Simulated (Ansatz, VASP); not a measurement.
# One calculation of Sc, two programs

```
Sc
1.0
     3.29122    0.00000    0.00000
    -1.64561    2.85028    0.00000
     0.00000    0.00000    5.33257
Sc
2
Cartesian
  0.0000 1.9002 1.3331
  1.6456 0.9501 3.9994
```

Alike in both runs: task single point; functional PBE; k mesh 6 × 6 × 4; occupations gaussian, width 0.1 eV; no spin polarisation.

|  | VASP | Ansatz |
| --- | --- | --- |
| version | VASP 6.6.1 | Ansatz 0.2.0 |
| potentials or method | VASP PAW PBE potentials, release 64 (Sc_sv) | scalar-relativistic, plane waves, PAW |
| plane-wave cutoff (eV) | 520 | 420 |
| valence electrons in the cell | 22 | 22 |

Ansatz gave:

```
gap on the k mesh at the Fermi level (eV)       : none
pressure (GPa)                                  : -0.7
largest component of the traceless stress (GPa) : 2.00
```

**Question.** Estimate VASP's values.

**Answer.** gap on the k mesh at the Fermi level (eV): none; pressure (GPa): -0.7; largest component of the traceless stress (GPa): 2.01.

A gap of «none» marks a metal or a gap that the smearing closes. With one functional, cell and mesh, what is left measures potentials, basis and numerics.

Caveats: the k mesh is coarse (spacing up to 0.37 Å⁻¹), so the values aren't converged.
